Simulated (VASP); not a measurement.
# In (P6_3/mmc) in VASP: further runs, part 5 of 6

VASP 6.6.1. The steps go on from the part before.

### Step 74. Equation of state, PBE, 25.74 Å³/atom

Contents of INCAR:

```
SYSTEM = In
  PREC = Accurate
  ENCUT = 350
  EDIFF = 1E-6
  ISMEAR = 1
  SIGMA = 0.2
  LREAL = .FALSE.
  LASPH = .TRUE.
  NELM = 100
  ALGO = Normal
  ISIF = 2
  LWAVE = .FALSE.
  LCHARG = .FALSE.
  GGA = PE
  ADDGRID = .FALSE.
```

Contents of KPOINTS:

```
regular mesh
0
G
  10 10 5
  0 0 0
```

Contents of POSCAR:

```
In
1.0
    3.3017907129      0.0000000000      0.0000000000
   -1.6508953564      2.8594346354      0.0000000000
    0.0000000000      0.0000000000      5.4534912068
In
2
Direct
    0.6666666667      0.3333333333      0.7500000000
    0.3333333333      0.6666666667      0.2500000000
```

Command:

```console
cat potpaw_PBE.64/In_d/POTCAR > POTCAR
mpirun -np 1 vasp_std > vasp.out
```

It took 7.7 s on 1 thread of Intel Xeon 6975P-C (Granite Rapids), shared host; peak memory 0.14 GiB.

The run converged, but some of its settings lie outside the range that counts as converged, so its numbers aren't taken as properties of the crystal.

Results:

- Free energy: -5.0727 eV
- Pressure: 2.4 GPa
- Band gap on the k mesh: none (metal or under the smearing width)

### Step 75. Equation of state, PBE, 27.34 Å³/atom

INCAR is that of step 74.

KPOINTS is that of step 74.

Contents of POSCAR:

```
In
1.0
    3.3685115317      0.0000000000      0.0000000000
   -1.6842557658      2.9172165594      0.0000000000
    0.0000000000      0.0000000000      5.5636924371
In
2
Direct
    0.6666666667      0.3333333333      0.7500000000
    0.3333333333      0.6666666667      0.2500000000
```

Potentials or basis: VASP PAW PBE potentials, release 64 (In_d).

Command:

```console
cat potpaw_PBE.64/In_d/POTCAR > POTCAR
mpirun -np 1 vasp_std > vasp.out
```

It took 7.9 s on 1 thread of Intel Xeon 6975P-C (Granite Rapids), shared host; peak memory 0.16 GiB.

The run converged, but some of its settings lie outside the range that counts as converged, so its numbers aren't taken as properties of the crystal.

What came out:

```
Free energy            : -5.1031 eV
Pressure               : -0.1 GPa
Band gap on the k mesh : none (metal or under the smearing width)
```

### Step 76. Equation of state, PBE, 25.74 Å³/atom

Changes to INCAR since step 75:

```diff
@@ -2,3 +2,3 @@
   PREC = Accurate
-  ENCUT = 350
+  ENCUT = 600
   EDIFF = 1E-6
```

Contents of KPOINTS:

```
regular mesh
0
G
  8 8 4
  0 0 0
```

Contents of POSCAR:

```
In
1.0
    3.3017907129      0.0000000000      0.0000000000
   -1.6508953564      2.8594346354      0.0000000000
    0.0000000000      0.0000000000      5.4534912068
In
2
Direct
    0.6666666667      0.3333333333      0.7500000000
    0.3333333333      0.6666666667      0.2500000000
```

Command:

```console
cat potpaw_PBE.64/In_d/POTCAR > POTCAR
mpirun -np 1 vasp_std > vasp.out
```

Wall time 14 s (1 thread of Intel Xeon 6975P-C (Granite Rapids), shared host); peak memory 0.19 GiB.

These settings aren't checked as converged: the numbers below hold their error.

What came out:

- Free energy: -4.9875 eV
- Pressure: 2.9 GPa
- Band gap on the k mesh: none (metal or under the smearing width)

### Step 77. Equation of state, PBE, 27.34 Å³/atom

INCAR is that of step 76.

KPOINTS is that of step 76.

Contents of POSCAR:

```
In
1.0
    3.3685115317      0.0000000000      0.0000000000
   -1.6842557658      2.9172165594      0.0000000000
    0.0000000000      0.0000000000      5.5636924371
In
2
Direct
    0.6666666667      0.3333333333      0.7500000000
    0.3333333333      0.6666666667      0.2500000000
```

Command:

```console
cat potpaw_PBE.64/In_d/POTCAR > POTCAR
mpirun -np 1 vasp_std > vasp.out
```

It took 15 s on 1 thread of Intel Xeon 6975P-C (Granite Rapids), shared host; peak memory 0.19 GiB.

These settings aren't checked as converged: the numbers below hold their error.

Results:

```
Free energy            : -5.0194 eV
Pressure               : 0.4 GPa
Band gap on the k mesh : none (metal or under the smearing width)
```

### Step 78. Equation of state, PBE, 25.74 Å³/atom

Changes to INCAR since step 77:

```diff
@@ -2,3 +2,3 @@
   PREC = Accurate
-  ENCUT = 600
+  ENCUT = 400
   EDIFF = 1E-6
```

Contents of KPOINTS:

```
regular mesh
0
G
  10 10 5
  0 0 0
```

Contents of POSCAR:

```
In
1.0
    3.3017907129      0.0000000000      0.0000000000
   -1.6508953564      2.8594346354      0.0000000000
    0.0000000000      0.0000000000      5.4534912068
In
2
Direct
    0.6666666667      0.3333333333      0.7500000000
    0.3333333333      0.6666666667      0.2500000000
```

Potentials or basis: VASP PAW PBE potentials, release 64 (In_d).

Command:

```console
cat potpaw_PBE.64/In_d/POTCAR > POTCAR
mpirun -np 1 vasp_std > vasp.out
```

Wall time 8.2 s (1 thread of Intel Xeon 6975P-C (Granite Rapids), shared host); peak memory 0.16 GiB.

These settings aren't checked as converged: the numbers below hold their error.

What came out:

| Item | Value |
| --- | --- |
| Free energy | -5.0748 eV |
| Pressure | 2.8 GPa |
| Band gap on the k mesh | none (metal or under the smearing width) |

### Step 79. Equation of state, PBE, 27.34 Å³/atom

INCAR is that of step 78.

KPOINTS is that of step 78.

Contents of POSCAR:

```
In
1.0
    3.3685115317      0.0000000000      0.0000000000
   -1.6842557658      2.9172165594      0.0000000000
    0.0000000000      0.0000000000      5.5636924371
In
2
Direct
    0.6666666667      0.3333333333      0.7500000000
    0.3333333333      0.6666666667      0.2500000000
```

Command:

```console
cat potpaw_PBE.64/In_d/POTCAR > POTCAR
mpirun -np 1 vasp_std > vasp.out
```

It took 8.1 s on 1 thread of Intel Xeon 6975P-C (Granite Rapids), shared host; peak memory 0.16 GiB.

These settings aren't checked as converged: the numbers below hold their error.

What came out:

| Quantity | Value |
| --- | --- |
| Free energy | -5.1054 eV |
| Pressure | 0.3 GPa |
| Band gap on the k mesh | none (metal or under the smearing width) |

### Step 80. Equation of state, PBE, 25.74 Å³/atom

Changes to INCAR since step 79:

```diff
@@ -2,3 +2,3 @@
   PREC = Accurate
-  ENCUT = 400
+  ENCUT = 350
   EDIFF = 1E-6
```

Contents of KPOINTS:

```
regular mesh
0
G
  11 11 6
  0 0 0
```

Contents of POSCAR:

```
In
1.0
    3.3017907129      0.0000000000      0.0000000000
   -1.6508953564      2.8594346354      0.0000000000
    0.0000000000      0.0000000000      5.4534912068
In
2
Direct
    0.6666666667      0.3333333333      0.7500000000
    0.3333333333      0.6666666667      0.2500000000
```

Command:

```console
cat potpaw_PBE.64/In_d/POTCAR > POTCAR
mpirun -np 1 vasp_std > vasp.out
```

Wall time 10 s (1 thread of Intel Xeon 6975P-C (Granite Rapids), shared host); peak memory 0.15 GiB.

These settings aren't checked as converged: the numbers below hold their error.

What came out:

```
Free energy            : -5.0825 eV
Pressure               : 2.5 GPa
Band gap on the k mesh : none (metal or under the smearing width)
```

### Step 81. Equation of state, PBE, 27.34 Å³/atom

INCAR is that of step 80.

KPOINTS is that of step 80.

Contents of POSCAR:

```
In
1.0
    3.3685115317      0.0000000000      0.0000000000
   -1.6842557658      2.9172165594      0.0000000000
    0.0000000000      0.0000000000      5.5636924371
In
2
Direct
    0.6666666667      0.3333333333      0.7500000000
    0.3333333333      0.6666666667      0.2500000000
```

Potentials or basis: VASP PAW PBE potentials, release 64 (In_d).

Command:

```console
cat potpaw_PBE.64/In_d/POTCAR > POTCAR
mpirun -np 1 vasp_std > vasp.out
```

Wall time 11 s (1 thread of Intel Xeon 6975P-C (Granite Rapids), shared host); peak memory 0.16 GiB.

These settings aren't checked as converged: the numbers below hold their error.

Results:

```yaml
Free_energy: -5.1148 eV
Pressure: -0.1 GPa
Band_gap_on_the_k_mesh: none (metal or under the smearing width)
```

### Step 82. Equation of state, PBE, 25.74 Å³/atom

Changes to INCAR since step 81:

```diff
@@ -2,3 +2,3 @@
   PREC = Accurate
-  ENCUT = 350
+  ENCUT = 500
   EDIFF = 1E-6
```

Contents of KPOINTS:

```
regular mesh
0
G
  10 10 5
  0 0 0
```

Contents of POSCAR:

```
In
1.0
    3.3017907129      0.0000000000      0.0000000000
   -1.6508953564      2.8594346354      0.0000000000
    0.0000000000      0.0000000000      5.4534912068
In
2
Direct
    0.6666666667      0.3333333333      0.7500000000
    0.3333333333      0.6666666667      0.2500000000
```

Command:

```console
cat potpaw_PBE.64/In_d/POTCAR > POTCAR
mpirun -np 1 vasp_std > vasp.out
```

Wall time 9.4 s (1 thread of Intel Xeon 6975P-C (Granite Rapids), shared host); peak memory 0.17 GiB.

These settings aren't checked as converged: the numbers below hold their error.

What came out:

* Free energy: -5.0747 eV
* Pressure: 2.8 GPa
* Band gap on the k mesh: none (metal or under the smearing width)

### Step 83. Equation of state, PBE, 27.34 Å³/atom

INCAR is that of step 82.

KPOINTS is that of step 82.

Contents of POSCAR:

```
In
1.0
    3.3685115317      0.0000000000      0.0000000000
   -1.6842557658      2.9172165594      0.0000000000
    0.0000000000      0.0000000000      5.5636924371
In
2
Direct
    0.6666666667      0.3333333333      0.7500000000
    0.3333333333      0.6666666667      0.2500000000
```

Command:

```console
cat potpaw_PBE.64/In_d/POTCAR > POTCAR
mpirun -np 1 vasp_std > vasp.out
```

Wall time 16 s (1 thread of Intel Xeon 6975P-C (Granite Rapids), shared host); peak memory 0.18 GiB.

These settings aren't checked as converged: the numbers below hold their error.

Results:

```yaml
Free_energy: -5.1054 eV
Pressure: 0.3 GPa
Band_gap_on_the_k_mesh: none (metal or under the smearing width)
```

### Step 84. Equation of state, PBE, 25.74 Å³/atom

Changes to INCAR since step 83:

```diff
@@ -2,3 +2,3 @@
   PREC = Accurate
-  ENCUT = 500
+  ENCUT = 400
   EDIFF = 1E-6
```

Contents of KPOINTS:

```
regular mesh
0
G
  11 11 6
  0 0 0
```

Contents of POSCAR:

```
In
1.0
    3.3017907129      0.0000000000      0.0000000000
   -1.6508953564      2.8594346354      0.0000000000
    0.0000000000      0.0000000000      5.4534912068
In
2
Direct
    0.6666666667      0.3333333333      0.7500000000
    0.3333333333      0.6666666667      0.2500000000
```

Potentials or basis: VASP PAW PBE potentials, release 64 (In_d).

Command:

```console
cat potpaw_PBE.64/In_d/POTCAR > POTCAR
mpirun -np 1 vasp_std > vasp.out
```

It took 12 s on 1 thread of Intel Xeon 6975P-C (Granite Rapids), shared host; peak memory 0.17 GiB.

The run converged, but some of its settings lie outside the range that counts as converged, so its numbers aren't taken as properties of the crystal.

What came out:

```yaml
Free_energy: -5.0847 eV
Pressure: 2.9 GPa
Band_gap_on_the_k_mesh: none (metal or under the smearing width)
```

### Step 85. Equation of state, PBE, 27.34 Å³/atom

INCAR is that of step 84.

KPOINTS is that of step 84.

Contents of POSCAR:

```
In
1.0
    3.3685115317      0.0000000000      0.0000000000
   -1.6842557658      2.9172165594      0.0000000000
    0.0000000000      0.0000000000      5.5636924371
In
2
Direct
    0.6666666667      0.3333333333      0.7500000000
    0.3333333333      0.6666666667      0.2500000000
```

Command:

```console
cat potpaw_PBE.64/In_d/POTCAR > POTCAR
mpirun -np 1 vasp_std > vasp.out
```

It took 11 s on 1 thread of Intel Xeon 6975P-C (Granite Rapids), shared host; peak memory 0.17 GiB.

The run converged, but some of its settings lie outside the range that counts as converged, so its numbers aren't taken as properties of the crystal.

Results:

* Free energy: -5.1172 eV
* Pressure: 0.3 GPa
* Band gap on the k mesh: none (metal or under the smearing width)

### Step 86. Equation of state, PBE, 25.74 Å³/atom

Changes to INCAR since step 85:

```diff
@@ -5,3 +5,3 @@
   ISMEAR = 1
-  SIGMA = 0.2
+  SIGMA = 0.4
   LREAL = .FALSE.
```

KPOINTS is that of step 85.

Contents of POSCAR:

```
In
1.0
    3.3017907129      0.0000000000      0.0000000000
   -1.6508953564      2.8594346354      0.0000000000
    0.0000000000      0.0000000000      5.4534912068
In
2
Direct
    0.6666666667      0.3333333333      0.7500000000
    0.3333333333      0.6666666667      0.2500000000
```

Command:

```console
cat potpaw_PBE.64/In_d/POTCAR > POTCAR
mpirun -np 1 vasp_std > vasp.out
```

Wall time 12 s (1 thread of Intel Xeon 6975P-C (Granite Rapids), shared host); peak memory 0.17 GiB.

The run converged, but some of its settings lie outside the range that counts as converged, so its numbers aren't taken as properties of the crystal.

Results:

* Free energy: -5.0855 eV
* Pressure: 2.8 GPa
* Band gap on the k mesh: none (metal or under the smearing width)

### Step 87. Equation of state, PBE, 27.34 Å³/atom

INCAR is that of step 86.

KPOINTS is that of step 86.

Contents of POSCAR:

```
In
1.0
    3.3685115317      0.0000000000      0.0000000000
   -1.6842557658      2.9172165594      0.0000000000
    0.0000000000      0.0000000000      5.5636924371
In
2
Direct
    0.6666666667      0.3333333333      0.7500000000
    0.3333333333      0.6666666667      0.2500000000
```

Potentials or basis: VASP PAW PBE potentials, release 64 (In_d).

Command:

```console
cat potpaw_PBE.64/In_d/POTCAR > POTCAR
mpirun -np 1 vasp_std > vasp.out
```

Wall time 12 s (1 thread of Intel Xeon 6975P-C (Granite Rapids), shared host); peak memory 0.17 GiB.

The run converged, but some of its settings lie outside the range that counts as converged, so its numbers aren't taken as properties of the crystal.

Results:

| Quantity | Value |
| --- | --- |
| Free energy | -5.1173 eV |
| Pressure | 0.3 GPa |
| Band gap on the k mesh | none (metal or under the smearing width) |

### Step 88. Equation of state, PBE, 25.74 Å³/atom

Changes to INCAR since step 87:

```diff
@@ -5,3 +5,3 @@
   ISMEAR = 1
-  SIGMA = 0.4
+  SIGMA = 0.1
   LREAL = .FALSE.
```

KPOINTS is that of step 87.

Contents of POSCAR:

```
In
1.0
    3.3017907129      0.0000000000      0.0000000000
   -1.6508953564      2.8594346354      0.0000000000
    0.0000000000      0.0000000000      5.4534912068
In
2
Direct
    0.6666666667      0.3333333333      0.7500000000
    0.3333333333      0.6666666667      0.2500000000
```

Command:

```console
cat potpaw_PBE.64/In_d/POTCAR > POTCAR
mpirun -np 1 vasp_std > vasp.out
```

Wall time 12 s (1 thread of Intel Xeon 6975P-C (Granite Rapids), shared host); peak memory 0.17 GiB.

The run converged, but some of its settings lie outside the range that counts as converged, so its numbers aren't taken as properties of the crystal.

What came out:

- Free energy: -5.0840 eV
- Pressure: 2.9 GPa
- Band gap on the k mesh: none (metal or under the smearing width)

### Step 89. Equation of state, PBE, 27.34 Å³/atom

INCAR is that of step 88.

KPOINTS is that of step 88.

Contents of POSCAR:

```
In
1.0
    3.3685115317      0.0000000000      0.0000000000
   -1.6842557658      2.9172165594      0.0000000000
    0.0000000000      0.0000000000      5.5636924371
In
2
Direct
    0.6666666667      0.3333333333      0.7500000000
    0.3333333333      0.6666666667      0.2500000000
```

Command:

```console
cat potpaw_PBE.64/In_d/POTCAR > POTCAR
mpirun -np 1 vasp_std > vasp.out
```

Wall time 12 s (1 thread of Intel Xeon 6975P-C (Granite Rapids), shared host); peak memory 0.17 GiB.

The run converged, but some of its settings lie outside the range that counts as converged, so its numbers aren't taken as properties of the crystal.

What came out:

```
Free energy            : -5.1163 eV
Pressure               : 0.3 GPa
Band gap on the k mesh : none (metal or under the smearing width)
```

### Step 90. Equation of state, PBE, 25.74 Å³/atom

Changes to INCAR since step 89:

```diff
@@ -5,3 +5,3 @@
   ISMEAR = 1
-  SIGMA = 0.1
+  SIGMA = 0.05
   LREAL = .FALSE.
```

KPOINTS is that of step 89.

Contents of POSCAR:

```
In
1.0
    3.3017907129      0.0000000000      0.0000000000
   -1.6508953564      2.8594346354      0.0000000000
    0.0000000000      0.0000000000      5.4534912068
In
2
Direct
    0.6666666667      0.3333333333      0.7500000000
    0.3333333333      0.6666666667      0.2500000000
```

Potentials or basis: VASP PAW PBE potentials, release 64 (In_d).

Command:

```console
cat potpaw_PBE.64/In_d/POTCAR > POTCAR
mpirun -np 1 vasp_std > vasp.out
```

It took 12 s on 1 thread of Intel Xeon 6975P-C (Granite Rapids), shared host; peak memory 0.17 GiB.

The run converged, but some of its settings lie outside the range that counts as converged, so its numbers aren't taken as properties of the crystal.

What came out:

* Free energy: -5.0834 eV
* Pressure: 2.9 GPa
* Band gap on the k mesh: none (metal or under the smearing width)

### Step 91. Equation of state, PBE, 27.34 Å³/atom

INCAR is that of step 90.

KPOINTS is that of step 90.

Contents of POSCAR:

```
In
1.0
    3.3685115317      0.0000000000      0.0000000000
   -1.6842557658      2.9172165594      0.0000000000
    0.0000000000      0.0000000000      5.5636924371
In
2
Direct
    0.6666666667      0.3333333333      0.7500000000
    0.3333333333      0.6666666667      0.2500000000
```

Command:

```console
cat potpaw_PBE.64/In_d/POTCAR > POTCAR
mpirun -np 1 vasp_std > vasp.out
```

Run time: 12 s. Hardware: 1 thread of Intel Xeon 6975P-C (Granite Rapids), shared host; peak memory 0.17 GiB.

These settings aren't checked as converged: the numbers below hold their error.

What came out:

```yaml
Free_energy: -5.1158 eV
Pressure: 0.3 GPa
Band_gap_on_the_k_mesh: none (metal or under the smearing width)
```

### Step 92. Equation of state, PBE, 25.74 Å³/atom

Changes to INCAR since step 91:

```diff
@@ -5,3 +5,3 @@
   ISMEAR = 1
-  SIGMA = 0.05
+  SIGMA = 0.02
   LREAL = .FALSE.
```

KPOINTS is that of step 91.

Contents of POSCAR:

```
In
1.0
    3.3017907129      0.0000000000      0.0000000000
   -1.6508953564      2.8594346354      0.0000000000
    0.0000000000      0.0000000000      5.4534912068
In
2
Direct
    0.6666666667      0.3333333333      0.7500000000
    0.3333333333      0.6666666667      0.2500000000
```

Command:

```console
cat potpaw_PBE.64/In_d/POTCAR > POTCAR
mpirun -np 1 vasp_std > vasp.out
```

Run time: 11 s. Hardware: 1 thread of Intel Xeon 6975P-C (Granite Rapids), shared host; peak memory 0.17 GiB.

These settings aren't checked as converged: the numbers below hold their error.

Results:

- Free energy: -5.0835 eV
- Pressure: 2.9 GPa
- Band gap on the k mesh: none (metal or under the smearing width)

### Step 93. Equation of state, PBE, 27.34 Å³/atom

INCAR is that of step 92.

KPOINTS is that of step 92.

Contents of POSCAR:

```
In
1.0
    3.3685115317      0.0000000000      0.0000000000
   -1.6842557658      2.9172165594      0.0000000000
    0.0000000000      0.0000000000      5.5636924371
In
2
Direct
    0.6666666667      0.3333333333      0.7500000000
    0.3333333333      0.6666666667      0.2500000000
```

Potentials or basis: VASP PAW PBE potentials, release 64 (In_d).

Command:

```console
cat potpaw_PBE.64/In_d/POTCAR > POTCAR
mpirun -np 1 vasp_std > vasp.out
```

It took 12 s on 1 thread of Intel Xeon 6975P-C (Granite Rapids), shared host; peak memory 0.17 GiB.

These settings aren't checked as converged: the numbers below hold their error.

What came out:

```yaml
Free_energy: -5.1158 eV
Pressure: 0.3 GPa
Band_gap_on_the_k_mesh: none (metal or under the smearing width)
```

### Step 94. Equation of state, PBE, 25.74 Å³/atom

Changes to INCAR since step 93:

```diff
@@ -4,4 +4,4 @@
   EDIFF = 1E-6
-  ISMEAR = 1
-  SIGMA = 0.02
+  ISMEAR = -5
+  SIGMA = 0.2
   LREAL = .FALSE.
```

KPOINTS is that of step 93.

Contents of POSCAR:

```
In
1.0
    3.3017907129      0.0000000000      0.0000000000
   -1.6508953564      2.8594346354      0.0000000000
    0.0000000000      0.0000000000      5.4534912068
In
2
Direct
    0.6666666667      0.3333333333      0.7500000000
    0.3333333333      0.6666666667      0.2500000000
```

Command:

```console
cat potpaw_PBE.64/In_d/POTCAR > POTCAR
mpirun -np 1 vasp_std > vasp.out
```

Wall time 13 s (1 thread of Intel Xeon 6975P-C (Granite Rapids), shared host); peak memory 0.17 GiB.

The run converged, but some of its settings lie outside the range that counts as converged, so its numbers aren't taken as properties of the crystal.

What came out:

- Free energy: -5.0817 eV
- Pressure: 3.2 GPa
- Band gap on the k mesh: none (metal or under the smearing width)

Caveat: tetrahedron occupations give inexact forces and stress in metals.

### Step 95. Equation of state, PBE, 27.34 Å³/atom

INCAR is that of step 94.

KPOINTS is that of step 94.

Contents of POSCAR:

```
In
1.0
    3.3685115317      0.0000000000      0.0000000000
   -1.6842557658      2.9172165594      0.0000000000
    0.0000000000      0.0000000000      5.5636924371
In
2
Direct
    0.6666666667      0.3333333333      0.7500000000
    0.3333333333      0.6666666667      0.2500000000
```

Command:

```console
cat potpaw_PBE.64/In_d/POTCAR > POTCAR
mpirun -np 1 vasp_std > vasp.out
```

Run time: 12 s. Hardware: 1 thread of Intel Xeon 6975P-C (Granite Rapids), shared host; peak memory 0.17 GiB.

These settings aren't checked as converged: the numbers below hold their error.

Results:

```yaml
Free_energy: -5.1142 eV
Pressure: 0.6 GPa
Band_gap_on_the_k_mesh: none (metal or under the smearing width)
```

Caveat: tetrahedron occupations give inexact forces and stress in metals.

(Continued in part 6 of 6.)
